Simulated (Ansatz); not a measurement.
# SiO2 (Fddd) in Ansatz: single point with PBE

Aim: the single point of SiO2 with PBE.

Program: Ansatz 0.2.0. These are calculated values, not measurements. Logs are shortened: lines on timing, memory, paths and dates and some standing lists are left out, and cuts for length are marked.

## 1. Starting point

Symmetry: Fddd, No. 70, orthorhombic system. The conventional cell has a = 4.719 Å, b = 9.433 Å, c = 14.726 Å, α = 90.00°, β = 90.00°, γ = 90.00°. Around Si (site symmetry 2) lie 4 O at 1.60 to 1.62 Å. Around O (site symmetry 2) lie 2 Si at 1.62 Å. O (site symmetry -1) has 2 Si at 1.60 Å as nearest neighbours.

The cell comes from a database or a generator and needn't be the stable form of this composition.

## 2. Single point, PBE

Contents of input.yaml:

```yaml
crystal:
  lattice:
    - [0.0, 4.71625711, 7.3627753715]
    - [2.3595806657, 0.0, 7.3627753715]
    - [2.3595806657, 4.71625711, 0.0]
  atoms:
    - { symbol: Si, position: [0.93676892, 0.93676892, 0.56323108] }
    - { symbol: Si, position: [0.68676892, 0.68676892, 0.31323108] }
    - { symbol: Si, position: [0.31323108, 0.31323108, 0.68676892] }
    - { symbol: Si, position: [0.56323108, 0.56323108, 0.93676892] }
    - { symbol: O, position: [0.0634396, 0.4365604, 0.0634396] }
    - { symbol: O, position: [0.4365604, 0.0634396, 0.4365604] }
    - { symbol: O, position: [0.8134396, 0.1865604, 0.8134396] }
    - { symbol: O, position: [0.1865604, 0.8134396, 0.1865604] }
    - { symbol: O, position: [0.125, 0.625, 0.625] }
    - { symbol: O, position: [0.625, 0.625, 0.625] }
    - { symbol: O, position: [0.625, 0.625, 0.125] }
    - { symbol: O, position: [0.625, 0.125, 0.625] }
kpoints:
  mp_grid: { grid: [4, 4, 4] }
scf:
  occupations: { method: fermi_dirac, width: 0.03 }
hamiltonian:
  xc: pbe
  pseudopotentials: { kind: all_electron, lapw: { basis_error: 0.002 } }
output:
  forces: true
  stress: true
  eigenvalues: true
```

Potentials or basis: all-electron LAPW, scalar-relativistic.

Started as:

```bash
> ansatz run input.yaml --threads 8 --pin off --max-ram 24576MiB --backend cpu --events-out ev --progress --plain --runs-dir out
```

Output:

```text
Warning: RAYON_NUM_THREADS=8 ignored (pool sized by the plan → 8); use --threads N
LAPW: plane waves up to 11.655 Å⁻¹, error target 2.0e-3 eV per atom; small_component_spin mean_spin; O in spheres of 0.772 Å, 8 of its electrons in bands, Dirac shells []; Si in spheres of 0.829 Å, 12 of its electrons in bands, Dirac shells [] (how accurate: hamiltonian.pseudopotentials.lapw.basis_error, Limitations)
Engine: ansatz 0.2.0, x86_64-unknown-linux-gnu
Pseudopotentials: kind: all_electron
Pseudopotential: Si, LAPW, valence charge 12, lapw/all_electron/scalar/gaussian/Si, Koelling and Harmon's equation, gaussian nucleus
Pseudopotential: O, LAPW, valence charge 8, lapw/all_electron/scalar/gaussian/O, Koelling and Harmon's equation, gaussian nucleus
Functional definition: PBE
  parameter kappa = 0.804
  parameter beta = 0.06672455060314922
  exchange = pbe_x(kappa = kappa, mu = beta*pi^2/3)
  correlation = pbe_c(beta = beta)
Crystal: 12 atoms, lattice volume = 163.872 Å³
Basis set: ecut = 517.557916109031 eV, 4403 PW (Γ), FFT grids on a1−a2−a3, a2, a3, exchange–correlation at level 2
Bands: 68, of which v1, the nominal top of the filled ones, is band 56 counted from 1 (55 counted from 0)
Symmetry: 8 space group operations
Space group: Fddd (ITA 70), of the structure as read, at distance tolerance 5.5e-5 Å
k-points: 18 of 64
Non-local potential: Si, projectors of the file, none
Non-local potential: O, projectors of the file, none
Initial density: superposition of atomic densities (chi_scale 0.1, normalization cell, long waves kept (reshape's long-wave potential 0.05 eV rms))
Initial wavefunctions: plane waves of lowest kinetic energy (no species holds an atomic orbital)
Functional: x = pbe(κ = 0.804, μ = 0.2195149727645171), c = pbe(β = 0.06672455060314922)
iter 1 solved again at ethr=2.62e-2 eV; its pass at ethr=1.00e-1 eV (dr2=2.93e1 eV) is discarded
SCF iter   1: F=—  HF=-47982.446346 eV  |F-HF|=—  |Δ(HF+E_count)|=         —  Δρ=1.38e-1  dr2=2.93e1  ethr=2.62e-2  ⟨swp⟩=2.1  Hψ=8707  notcnv=0
preconditioner: auto → Resta (q_TF=auto, 2.561 Å⁻¹)  ε∞=2.6  [insulator: Δε(μ)=7.927 eV  Ē_g=18.617 eV  σ=0.030 eV  W_gap=1.00  n_scr=40 (ndim 8)  ℏωp=23.2 eV  f_vac=0.189  D(μ)=0.00/eV (n_scr^D=0)  ε∞_Penn≈2.6]
iter 2 solved again at ethr=8.24e-4 eV; its pass at ethr=2.61e-2 eV (dr2=9.23e-1 eV) is discarded
SCF iter   2: F=—  HF=-47969.695012 eV  |F-HF|=—  |Δ(HF+E_count)|=    1.28e1  Δρ=3.09e-2  dr2=9.23e-1  ethr=8.24e-4  ⟨swp⟩=2.2  Hψ=6548  notcnv=0
SCF iter   3: F=—  HF=-47969.495530 eV  |F-HF|=—  |Δ(HF+E_count)|=         —  Δρ=2.21e-2  dr2=7.76e-1  ethr=8.24e-4  ⟨swp⟩=2.3  Hψ=3727  notcnv=0
the basis was enlarged: its passes take 13.0 MiB over the memory plan, 8 of 8 planned eigensolver slots
SCF iter   4: F=—  HF=-47969.488670 eV  |F-HF|=—  |Δ(HF+E_count)|=   6.86e-3  Δρ=4.32e-3  dr2=2.60e-2  ethr=6.93e-4  ⟨swp⟩=2.7  Hψ=3849  notcnv=0
SCF iter   5: F=—  HF=-47969.500526 eV  |F-HF|=—  |Δ(HF+E_count)|=   1.19e-2  Δρ=9.81e-4  dr2=1.83e-3  ethr=2.32e-5  ⟨swp⟩=3.0  Hψ=3795  notcnv=0
SCF iter   6: F=—  HF=-47969.500822 eV  |F-HF|=—  |Δ(HF+E_count)|=   2.96e-4  Δρ=3.03e-4  dr2=2.06e-4  ethr=1.63e-6  ⟨swp⟩=3.0  Hψ=3889  notcnv=0
SCF iter   7: F=—  HF=-47969.501126 eV  |F-HF|=—  |Δ(HF+E_count)|=   3.04e-4  Δρ=5.70e-5  dr2=5.28e-6  ethr=1.84e-7  ⟨swp⟩=3.0  Hψ=3998  notcnv=0
SCF iter   8: F=—  HF=-47969.501142 eV  |F-HF|=—  |Δ(HF+E_count)|=   1.60e-5  Δρ=1.53e-5  dr2=3.73e-7  ethr=4.71e-9  ⟨swp⟩=3.0  Hψ=3903  notcnv=0
SCF iter   9: F=-47969.501143 eV  HF=-47969.501143 eV  |F-HF|=5.60e-8  |Δ(HF+E_count)|=   1.22e-6  Δρ=3.65e-6  dr2=2.79e-8  ethr=3.33e-10  ⟨swp⟩=3.0  Hψ=3891  notcnv=0
SCF 1 converged in 9 iterations: F = -47969.501143 eV  dr2 = 2.79e-8
SCF converged after 9 iterations
Free energy (F): -47969.501143 eV
Harris-Foulkes:  -47969.501143 eV  (|F-HF|=5.60e-8)
Internal energy: -47969.501143 eV  (E = F + TS)
E sigma→0 (E₀):  -47969.501143 eV
Fermi energy:    5.348164 eV
--- Per-component energies (eV) ---
  E_band       = -11401.237190
  E_kinetic    = 48044.848136
  E_xc         = -4154.650880
  E_electrostatic = -91859.698400  (all electrons and nuclei)
  E_smearing   = -0.000000  (= −TS)
  E_closure    = 0.000000  (closes the sum)
  E_atoms      = -47874.655558  (free atoms, spherical and without spin; not in F)
  Σ components = -47969.501143   (vs F -47969.501143, Δ=0.00e0)
  Basis errors (estimates in eV, not in F): energy 1.1e-3 per atom: plane waves 9.9e-4 (6.3e-4 summed), levels above the bands 1.1e-127, relativity 1.3e-7, radial functions 9.5e-5, core shells 1.3e-10; eigenvalues (radial functions only) 1.3e-5; not estimated: angular momenta, meshes, grids; target (lapw.basis_error) 2.0e-3; muffin-tin radii O 0.772 Å, Si 0.829 Å
--- Forces (eV/Å), atoms counted from 1 ---
  atom   1  Si    -0.00000000     0.00000000     0.06992747
  atom   2  Si    -0.00000000    -0.00000000     0.06992747
  atom   3  Si     0.00000000     0.00000000    -0.06992747
  atom   4  Si     0.00000000     0.00000000    -0.06992747
  atom   5  O      0.00000000     0.36562288     0.00000000
  atom   6  O     -0.00000000    -0.36562288    -0.00000000
  atom   7  O      0.00000000     0.36562288     0.00000000
  atom   8  O      0.00000000    -0.36562288     0.00000000
  atom   9  O     -0.00000000    -0.00000000     0.00000000
  atom  10  O     -0.00000000    -0.00000000    -0.00000000
  atom  11  O     -0.00000000     0.00000000    -0.00000000
  atom  12  O     -0.00000000     0.00000000     0.00000000
  max |Σ_I F_I| component: 1.11e-16 eV/Å
--- Stress (GPa, compression-positive) ---
        4.848740       0.000000      -0.000000
        0.000000       5.144752       0.000000
       -0.000000       0.000000       4.950862
  P = ⅓ Tr σ = 4.9815 GPa (49.815 kbar)
--- Band table (eV; the first three rows and the last of 18) ---
  k-point 0: bands = ["-501.0987", "-501.0987", "-501.0987", "-501.0987", "-501.0051", "-501.0051", "-501.0051", "-501.0051", "-129.8236", "-129.8236", "-129.8235", "-129.8235", "-85.8948", "-85.8947", "-85.8947", "-85.8947", "-85.8812", "-85.8812", "-85.8807", "-85.8807", "-85.8730", "-85.8730", "-85.8720", "-85.8720", "-16.9695", "-16.0524", "-16.0213", "-14.9700", "-14.9275", "-14.8189", "-14.7842", "-14.7743", "-7.1583", "-5.3319", "-4.4209", "-3.4544", "-3.2978", "-2.9143", "-2.6879", "-2.4648", "-0.7057", "-0.1811", "-0.1643", "-0.1507", "0.0399", "0.2826", "0.3422", "0.6712", "0.7063", "0.8226", "1.2765", "1.6877", "1.8105", "2.0064", "2.4035", "2.4461", "8.2308", "10.7675", "10.8447", "11.1664", "11.2815", "12.3475", "12.6987", "12.8597", "13.6032", "14.1900", "14.3779", "14.8499"]
  k-point 1: bands = ["-501.0987", "-501.0987", "-501.0987", "-501.0987", "-501.0051", "-501.0051", "-501.0051", "-501.0051", "-129.8236", "-129.8236", "-129.8235", "-129.8235", "-85.8947", "-85.8947", "-85.8947", "-85.8947", "-85.8812", "-85.8812", "-85.8808", "-85.8808", "-85.8728", "-85.8728", "-85.8721", "-85.8721", "-16.7726", "-16.1839", "-15.8407", "-15.1857", "-14.9511", "-14.8690", "-14.8355", "-14.8184", "-6.6640", "-5.5390", "-4.5687", "-3.4094", "-3.0532", "-2.9225", "-2.7669", "-2.5187", "-0.7552", "-0.6454", "-0.1018", "-0.0591", "0.0702", "0.3287", "0.4623", "0.6581", "0.7103", "0.8936", "1.4371", "1.6286", "1.6865", "2.0290", "2.2057", "2.2794", "9.1716", "11.2332", "11.3010", "11.5570", "11.8088", "12.1597", "12.6127", "12.8228", "13.2006", "13.3617", "13.7354", "14.3984"]
  k-point 2: bands = ["-501.0987", "-501.0987", "-501.0987", "-501.0987", "-501.0051", "-501.0051", "-501.0051", "-501.0051", "-129.8236", "-129.8236", "-129.8236", "-129.8235", "-85.8947", "-85.8947", "-85.8947", "-85.8947", "-85.8810", "-85.8810", "-85.8810", "-85.8810", "-85.8725", "-85.8725", "-85.8725", "-85.8725", "-16.4820", "-16.0461", "-16.0372", "-15.4557", "-14.9675", "-14.8878", "-14.8757", "-14.8331", "-6.2648", "-5.1314", "-5.0702", "-3.5217", "-3.3613", "-2.7852", "-2.5043", "-2.4885", "-0.8059", "-0.6724", "-0.5567", "0.0278", "0.1034", "0.2318", "0.5173", "0.6812", "0.8499", "1.1417", "1.3668", "1.5083", "1.8323", "1.8768", "2.1232", "2.1818", "10.6554", "11.2573", "11.3767", "11.9847", "12.2716", "12.3676", "12.5686", "12.6996", "12.7216", "13.7086", "13.7398", "14.0730"]
  k-point 17: bands = ["-501.0987", "-501.0987", "-501.0987", "-501.0987", "-501.0051", "-501.0051", "-501.0051", "-501.0051", "-129.8236", "-129.8236", "-129.8235", "-129.8235", "-85.8947", "-85.8947", "-85.8947", "-85.8947", "-85.8812", "-85.8812", "-85.8807", "-85.8807", "-85.8730", "-85.8730", "-85.8720", "-85.8720", "-16.7153", "-16.7153", "-15.2220", "-15.2220", "-14.9493", "-14.9493", "-14.7788", "-14.7788", "-6.4904", "-6.4904", "-3.4047", "-3.4047", "-3.2965", "-3.2965", "-2.7123", "-2.7123", "-0.4849", "-0.4849", "0.1110", "0.1110", "0.1954", "0.1954", "0.3596", "0.3596", "0.6789", "0.6789", "1.6548", "1.6548", "1.8233", "1.8233", "2.2825", "2.2825", "9.3805", "9.3805", "11.2737", "11.2737", "11.7396", "11.7396", "12.7197", "12.7197", "13.4752", "13.4752", "14.7254", "14.7254"]
```

It took 53 s on 8 threads of Intel Xeon at 2.50GHz (Skylake/Cascade Lake), shared host; peak memory 1.4 GiB.

What came out:

```yaml
Free_energy: -47969.5011 eV
Pressure: 5.0 GPa
Largest_force: 0.366 eV/Å
Band_gap_on_the_k_mesh: 5.78 eV, direct
```

Forces in eV/Å, atoms in the order of the input:
```
Si   0.000  0.000  0.070
Si   0.000  0.000  0.070
Si   0.000  0.000 -0.070
Si   0.000  0.000 -0.070
O    0.000  0.366  0.000
O    0.000 -0.366  0.000
O    0.000  0.366  0.000
O    0.000 -0.366  0.000
O    0.000  0.000  0.000
O    0.000  0.000  0.000
O    0.000  0.000  0.000
O    0.000  0.000  0.000
```

Levels at points of the mesh, in eV from the valence-band top:
```tsv
k point	band 52	band 53	band 54	band 55	band 56	band 57	band 58	band 59	band 60	band 61
(0.00, 0.00, 0.00)	-0.76	-0.64	-0.44	-0.04	0.00	5.78	8.32	8.40	8.72	8.84
(0.00, 0.00, -0.50)	-0.94	-0.61	-0.57	-0.32	-0.26	8.21	8.81	8.93	9.54	9.83
(0.00, -0.50, -0.50)	-1.22	-0.90	-0.90	-0.12	-0.12	8.24	8.24	9.10	9.10	9.94
(-0.50, 0.00, -0.50)	-1.39	-0.87	-0.87	-0.26	-0.26	7.95	7.95	9.58	9.58	10.21
(-0.50, -0.50, 0.00)	-0.79	-0.62	-0.62	-0.16	-0.16	6.93	6.93	8.83	8.83	9.29
```

A k mesh can miss the band edges. Expect the measured gap to be larger: semilocal functionals such as PBE lack the derivative discontinuity.
